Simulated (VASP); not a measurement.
# Ni₃Si: convergence, energy difference of two geometries

Ni₃Si, Pm-3m (no. 221), 4 atoms in the cell. PBE, energy difference of two geometries; PAW potentials Ni, Si (PBE set). VASP 6.6.1.

Wanted: energy difference within 0.5 meV/atom.

What the run is for: energy difference; Accuracy asked: standard; Second geometry: volume scaled by 0.94.

The series start from Plane-wave cutoff (eV): 350; Smearing width (eV): 0.1; k-point mesh: 10 × 10 × 10; Precision mode (PREC): Accurate; Electronic threshold (eV): 1e-6; Aspherical gradient terms in the spheres (LASPH): yes; Electronic algorithm: ALGO=Normal. Each series keeps the choices made before it, and each single choice may use up half of a tolerance. Times cover all steps of a run.

## Plane-wave cutoff (eV)

| Plane-wave cutoff (eV) | Energy difference (meV/atom) | Time (s) |
|---|---|---|
| 220 | -4.95 | 17 |
| 270 | 2.05 | 19 |
| 310 | 1.07 | 19 |
| 350 | 0.90 | 23 |
| 400 | 0.80 | 23 |
| 470 | 0.77 | 38 |
| 570 | 0.76 | 43 |
| 710 (reference) | 0.77 | 49 |

Chosen: 350, the loosest value from which every tighter one stays within half of the tolerance.

## Smearing width (eV)

| Smearing width (eV) | Energy difference (meV/atom) | Time (s) |
|---|---|---|
| 0.4 | 1.06 | 19 |
| 0.3 | 1.03 | 20 |
| 0.2 | 0.89 | 21 |
| 0.15 | 0.91 | 20 |
| 0.1 | 0.90 | 23 |
| 0.05 (reference) | 0.90 | 19 |

Chosen: 0.4.

## k-point mesh

| k-point mesh | Energy difference (meV/atom) | Time (s) |
|---|---|---|
| 3 × 3 × 3 | 5.34 | 6.2 |
| 4 × 4 × 4 | 1.50 | 11 |
| 6 × 6 × 6 | 1.31 | 11 |
| 7 × 7 × 7 | 1.15 | 12 |
| 9 × 9 × 9 | 1.05 | 16 |
| 10 × 10 × 10 | 1.06 | 19 |
| 12 × 12 × 12 | 1.12 | 22 |
| 15 × 15 × 15 (reference) | 1.09 | 30 |

Chosen: 6 × 6 × 6.

## Precision mode (PREC)

| Precision mode (PREC) | Energy difference (meV/atom) | Time (s) |
|---|---|---|
| SingleN | 4.38 | 5.9 |
| Normal | 1.26 | 6.6 |
| Single | 2.17 | 8.3 |
| Accurate (reference) | 1.31 | 11 |

Chosen: Accurate; the one before it in the list is off by more than half of the tolerance.

## Electronic threshold (eV)

| Electronic threshold (eV) | Energy difference (meV/atom) | Time (s) |
|---|---|---|
| 0.001 | 1.31 | 7.9 |
| 0.0001 | 1.31 | 8.2 |
| 1e-5 | 1.32 | 8.6 |
| 1e-6 | 1.31 | 11 |
| 1e-7 | 1.31 | 10 |
| 1e-8 (reference) | 1.31 | 12 |

Chosen: 0.001.

## Aspherical gradient terms in the spheres (LASPH)

| Aspherical gradient terms in the spheres (LASPH) | Energy difference (meV/atom) | Time (s) |
|---|---|---|
| yes | 1.31 | 7.9 |
| no | 1.36 | 6.9 |

Chosen: yes; no other choice that stays within half of the tolerance saves 30 % of the time.

## Electronic algorithm

| Electronic algorithm | Energy difference (meV/atom) | Time (s) |
|---|---|---|
| ALGO=Normal | 1.31 | 7.9 |
| ALGO=Fast | 1.34 | 7.3 |
| ALGO=VeryFast | 1.31 | 8.6 |
| ALGO=All ISEARCH=1 | 1.29 | 13 |
| ALGO=All ISEARCH=0 | 1.29 | 13 |
| ALGO=Damped TIME=0.4 | 1.24 | 12 |
| ALGO=Damped TIME=0.1 | 0.64 | 14 |

Chosen: ALGO=Normal.

## All choices together

| Input | Energy difference (meV/atom) | Time (s) |
|---|---|---|
| the program's defaults (naive) | 0.64 | 2.8 |
| chosen settings | 1.31 | 7.9 |
| reference settings throughout | 0.82 | 110 |

The tolerance is met.

## The input

INCAR:
```
ALGO = Normal
EDIFF = 0.001
ENCUT = 350
GGA = PE
GGA_COMPAT = False
ISIF = 2
ISMEAR = 1
ISPIN = 2
KPAR = 4
LASPH = True
LCHARG = False
LMAXMIX = 4
LORBIT = 11
LREAL = False
LWAVE = False
MAGMOM = 1 1 1 0
NELM = 200
PREC = Accurate
SIGMA = 0.4
```

KPOINTS:
```
Automatic mesh
0
Gamma
  6 6 6
  0 0 0
```

POSCAR.step1:
```
SiNi3
1.0
    3.5420000000      0.0000000000      0.0000000000
    0.0000000000      3.5420000000      0.0000000000
    0.0000000000      0.0000000000      3.5420000000
Ni Si
3 1
Direct
    0.5000000000      0.5000000000      0.0000000000
    0.5000000000      0.0000000000      0.5000000000
    0.0000000000      0.5000000000      0.5000000000
    0.0000000000      0.0000000000      0.0000000000
```

POSCAR.step2:
```
SiNi3
1.0
    3.4696939971      0.0000000000      0.0000000000
    0.0000000000      3.4696939971      0.0000000000
    0.0000000000      0.0000000000      3.4696939971
Ni Si
3 1
Direct
    0.5000000000      0.5000000000      0.0000000000
    0.5000000000      0.0000000000      0.5000000000
    0.0000000000      0.5000000000      0.5000000000
    0.0000000000      0.0000000000      0.0000000000
```

Commands (each step's output is kept before the next begins):
```
cat potpaw_PBE.64/Ni/POTCAR potpaw_PBE.64/Si/POTCAR > POTCAR
cp POSCAR.step1 POSCAR
mpirun -np 4 vasp_std > vasp.out
cp POSCAR.step2 POSCAR
mpirun -np 4 vasp_std > vasp.out
```

The naive input happens to agree within the tolerance here, in 2.8 s.

Limits: The moments start parallel; another order may lie lower.

The chosen input took VASP 6.6.1 7.9 s on 4 cores (Intel Xeon 6975P-C (Granite Rapids)), a shared host.

## An input that fails: k-point groups that do not divide the ranks

VASP's message: M_divide: can not subdivide            4 nodes by           3.

Changes against the starting input:
```
- NELM = 200
- KPAR = 4
+ NELM = 89
+ KPAR = 3
```
